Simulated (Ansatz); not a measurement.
Carrier properties of ZnTe under load (space group F-43m)

Input:

```
CELL_PARAMETERS angstrom
      0.00000     2.89234     2.89234
      2.89234     0.00000     2.89234
      2.89234     2.89234     0.00000
ATOMIC_POSITIONS crystal
  Zn 0.50000 0.50000 0.50000
  Te 0.25000 0.25000 0.25000
```

These are PBEsol with spin-orbit coupling, rigid bands (plane waves, PAW; Ansatz, a first-principles code) values and carry that method's errors. Condition of this run: hydrostatic pressure 10 GPa (the target of the relaxation). How the cell was made: cell and atoms relaxed with PBEsol, then loaded as said.

```json
{
  "band_gap": "1.49 eV",
  "electron conductivity mass (300 K, dilute)": "0.36 mₑ",
  "hole conductivity mass (300 K, dilute)": "0.36 mₑ",
  "effective density of states N_c (300 K)": "4.0e19 cm⁻³",
  "effective density of states N_v (300 K)": "1.1e19 cm⁻³",
  "density_of_states_mass_electrons": "1.36 mₑ",
  "density_of_states_mass_holes": "0.58 mₑ",
  "Seebeck coefficient, n-type 1e19 cm⁻³, 300 K": "-334 μV/K",
  "Seebeck coefficient, p-type 1e19 cm⁻³, 300 K": "232 μV/K",
  "best p-type power factor at 300 K for τ = 10 fs (best axis; densities from 1e16 to 1e21 cm⁻³ tried, whether or not they can be reached)": "5.1 μW/(cm·K²) at 3e19 cm⁻³"
}
```

Rigid bands; masses and Seebeck coefficients take one relaxation time τ for all states and one kind of carrier; polarons and phonon drag are left out.
